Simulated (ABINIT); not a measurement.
Runs of ABINIT 10.8.3 (patched build) on Cu. It takes space group Fm-3m (No. 225, cubic). Conventional cell: a = 3.615 Å, b = 3.615 Å, c = 3.615 Å, α = 90.00°, β = 90.00°, γ = 90.00°. Around Cu (site symmetry m-3m) lie 12 Cu at 2.56 Å. 

```tsv
level	gap on the mesh (eV)	pressure (GPa)
WC	none	-5.9
r2SCAN	none	(b)
BLYP	none	10.0
LDA	none	(a)
RPBE	none	5.4
```

Alike in all rows: task single point; potentials or basis JTH PAW PBE v2.0; no spin polarisation; cell as given; k mesh 13 × 13 × 13; cutoff (eV) 844; smearing fermi-dirac 0.05 eV.

Fill in the values left out.

(a) -12.0; (b) -4.8.

Caveats: the PAW data sets were made with another functional, which shifts forces and pressure a little.

A gap of «none» marks a metal or a gap under the smearing width.

Runs at the PBE level aren't shown here.
